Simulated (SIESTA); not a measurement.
TiSi2:

```
CELL_PARAMETERS angstrom
-1.47287 1.71213 4.21208
1.47287 -1.71213 4.21208
1.47287 1.71213 -4.21208
ATOMIC_POSITIONS crystal
Ti 0.00000 0.00000 0.00000
Si 0.67008 0.67008 0.00000
Si 0.32992 0.32992 0.00000
```

The cell comes from a database or a generator and needn't be the stable form of this composition.

```yaml
Program: SIESTA 5.4.2
Task: single point
Functional: PBEsol
Potentials_or_basis: PseudoDojo 0.4 standard (PBEsol files)
Basis: DZP (energy shift 0.003 Ry; two zetas on semicore shells)
Grid_cutoff: 800 Ry
Energy_shift: 0.003 Ry
k_mesh: 12 × 12 × 12
Occupations: fermi-dirac, width 0.05 eV
Spin: no spin polarisation
```

On this cell: pressure -3.0 GPa; largest force 0.041 eV/Å; band gap on the k mesh none (metal or under the smearing width).

The same run follows on a disturbed copy (atoms moved at random, drawn with an rms of 0.05 Å):

```
Ti Si
1.0
    -1.47287    1.71213    4.21208
     1.47287   -1.71213    4.21208
     1.47287    1.71213   -4.21208
Ti Si
1 2
Direct
  0.99363 0.00244 0.00629
  0.68330 0.66758 0.01412
  0.33705 0.31549 0.99488
```

Q: What changes?

A: The energy (extrapolated to zero smearing) moves by +7.0 meV/atom; pressure -2.7 GPa; largest force 0.549 eV/Å; band gap on the k mesh none (metal or under the smearing width).

Forces in eV/Å, atoms in the order of the input:
```
Ti  -0.272  0.389  0.276
Si   0.040 -0.275 -0.138
Si   0.232 -0.114 -0.139
```

Stress tensor (GPa, compression positive):
```
-2.12 -0.09 -0.18
-0.09 -2.88  0.10
-0.18  0.10 -3.02
```

Caveats: the basis of atomic orbitals isn't converged, which shifts pressures, moduli and gaps.
